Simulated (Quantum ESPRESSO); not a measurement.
# Au under changes of volume

One of the cells (17.771 Å³/atom); the others are scaled copies at fixed shape and fractional positions:

```
CELL_PARAMETERS angstrom
2.90000 0.00000 0.00000
-1.45000 2.51147 0.00000
0.00000 0.00000 4.88000
ATOMIC_POSITIONS crystal
Au 0.66667 0.33333 0.25000
Au 0.33333 0.66667 0.75000
```

This isn't the form of Au at room conditions, which is fcc.

| Property | Result |
| --- | --- |
| Program | Quantum ESPRESSO 7.5 |
| Functional | r2SCAN |
| Potentials or basis | SG15 PBE 1.2 |
| Cutoff | 952 eV |
| Density cutoff | 3810 eV |
| k mesh | 7 × 7 × 4 |
| Occupations | fermi-dirac, width 0.05 eV |
| Spin | no spin polarisation |

```csv
volume (Å³/atom),energy over the lowest point (meV/atom),pressure (GPa)
16.705,17.35,7.8
17.060,4.46,3.7
17.416,0.00,0.2
17.771,2.90,-2.8
18.127,12.12,-5.4
18.482,26.72,-7.7
18.837,?,?
```

Q: What does the run at 18.837 Å³/atom give?

A: Energy over the lowest point 45.87 meV/atom; pressure -9.6 GPa.

Worked out: A Birch-Murnaghan fit of order 3 (a polynomial in V^(-2/3)) to the other rows has its minimum at 17.44 Å³/atom with B0 = V·E''(V) = 160 GPa and B' = 6.3 at fixed shape and positions, which overstates the stiffness. It gives 45.97 meV/atom at 18.837 Å³/atom, against the run's 45.87, and -dE/dV = -9.6 GPa, against -9.6.

Energies are extrapolated to zero smearing.

Caveats: some runs use coarse meshes; the potentials were made for another functional, which shifts forces and pressure.
